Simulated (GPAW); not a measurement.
Input of a GPAW 26.7.0 run:

run.py

```python
from ase.dft.bandgap import bandgap
from ase.io import read, write
from ase.units import Bohr, GPa
from gpaw import GPAW, PW
from gpaw.elf import elf_from_dft_calculation

atoms = read('GaP.xyz')

calc = GPAW(mode=PW(600),
            xc='PBE',
            kpts={'size': (8, 8, 8), 'gamma': True},
            occupations={'name': 'methfessel-paxton', 'order': 0, 'width': 0.027000000000000003},
            nbands=11,
            convergence={'density': 1e-05, 'energy': 1e-05},
            maxiter=150,
            txt='gpaw.txt')
atoms.calc = calc
energy = atoms.get_potential_energy()
forces = atoms.get_forces()
stress = atoms.get_stress()
calc.write('gs.gpw')
write('result.traj', atoms)
print(f'Energy: {energy:.6f} eV')
print('Forces (eV/A):')
print(forces.round(4))
print('Stress (GPa):', (stress / GPa).round(3))
print('Fermi level:', round(calc.get_fermi_level(), 4), 'eV')
print(f'Gap: {bandgap(calc)[0]:.4f} eV, direct: {bandgap(calc, direct=True)[0]:.4f} eV')

# fields on the real-space grid
write('density.cube', atoms, data=calc.get_pseudo_density() * Bohr**3)
write('potential.cube', atoms, data=calc.get_electrostatic_potential())
write('elf.cube', atoms, data=elf_from_dft_calculation(calc).data)
```

Contents of GaP.xyz:

```xyz
2
Lattice="0.0000000000 2.7252500000 2.7252500000 2.7252500000 0.0000000000 2.7252500000 2.7252500000 2.7252500000 0.0000000000" Properties=species:S:1:pos:R:3 pbc="T T T"
Ga     0.0000000000      0.0000000000      0.0000000000
P      4.0878750000      4.0878750000      4.0878750000
```

Potentials or basis: GPAW PAW data sets (gpaw-data 1.2.1), pw.

Command:

```console
$ OMP_NUM_THREADS=1 python run.py
```

Question: Estimate the pressure.

Answer: 4.5 GPa.

Question: Predict the band gap on the k mesh.

Answer: 1.67 eV, indirect (least direct gap 1.89 eV).

**Experimental background.**

“Stacking defects in GaP nanowires: Electronic structure and optical properties”, 2018, arxiv:1810.01194 quotes, for a bulk crystal of GaP at 10 K: band gap 2.34 eV (indirect).

Against the measured gap of GaP, 2.34 eV (indirect; 10 K; quoted in “Stacking defects in GaP nanowires: Electronic structure and optical properties”, 2018, arxiv:1810.01194), the calculated 1.67 eV is off by -0.67 eV. Spin-orbit coupling on Ga is left out. The value is that of PBE on a finite k mesh, which can miss the band edges, without temperature or zero-point motion. Semilocal functionals fall short of measured gaps as a rule.
